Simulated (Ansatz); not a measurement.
We consider zinc-blende ZnTe, described by r²SCAN-D4 (Ansatz, an electronic-structure program, plane waves, PAW).

Numerical settings: plane-wave cutoff 560 eV, 10×10×10 k mesh, Fermi–Dirac smearing 0.01 eV, scalar-relativistic PAW data made under PBE.

On both sides of the equilibrium volume: at 27.636 Å³/atom the pressure is 1.09 GPa and the direct gap at Γ 1.959 eV; at 28.764 Å³/atom they are -0.98 GPa and 1.755 eV. The fitted bulk modulus is 51.5 GPa.

Q: Work out the volume deformation potential of this gap and its pressure coefficient, in two ways.

A: a_V = dE_g/d ln V = (1.755 − 1.959)/ln(28.764/27.636) = -5.10 eV. Since dP = −B d ln V, dE_g/dP = −a_V/B = 99 meV/GPa. Straight from the pressures: (1.959 − 1.755)/(1.09 − (-0.98)) = 99 meV/GPa. At this level and over this range the gap at Γ widens under pressure.

Spin–orbit coupling is not included; with these elements it can move the gap by several tenths of an eV or more.
